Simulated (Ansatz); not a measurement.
Sr:

```
CELL_PARAMETERS angstrom
-3.70636 3.70636 2.02088
3.70636 -3.70636 2.02088
3.70636 3.70636 -2.02088
ATOMIC_POSITIONS crystal
Sr 0.00000 0.00000 0.00000
Sr 0.75000 0.25000 0.50000
```

This isn't the form of Sr at room conditions, which is fcc.

```yaml
Program: Ansatz 0.2.0
Task: relaxation of cell and atoms
Functional: PBE
Dispersion: D3(BJ)
Potentials_or_basis: Ansatz PAW
Cutoff: "420 eV (not typed: the program's choice for these potentials)"
k_mesh: 8 × 8 × 8
Occupations: fermi-dirac, width 0.05 eV
Spin: no spin polarisation
```

At the start: volume 55.52 Å³/atom.

Question: How do energy, volume and symmetry change on relaxing?

Answer: It ends after 5 steps and the volume is 51.81 Å³/atom (-6.7 %); space group I4_1/amd (No. 141, to 0.05 Å).

Step by step:
| step | energy change (eV) | largest force (eV/Å) | volume (Å³) |
| --- | --- | --- | --- |
| 1 | 0.0000 | 0.0000 | 111.04 |
| 2 | -0.0072 | 0.0000 | 109.04 |
| 3 | -0.0151 | 0.0000 | 103.46 |
| 4 | -0.0152 | 0.0000 | 103.61 |
| 5 | -0.0151 | 0.0000 | 103.61 |

Final structure:
```yaml
crystal:
  lattice:
    - [-3.63829, 3.63829, 1.95683]
    - [3.63829, -3.63829, 1.95683]
    - [3.63829, 3.63829, -1.95683]
  atoms:
    - { symbol: Sr, position: [0.00000, 0.00000, 0.00000] }
    - { symbol: Sr, position: [0.75000, 0.25000, 0.50000] }
```

Caveat: the plane-wave basis is chosen anew once the cell has moved, so the energies of steps on either side of that aren't comparable; pairwise dispersion overbinds metals, which lowers pressure and volume.
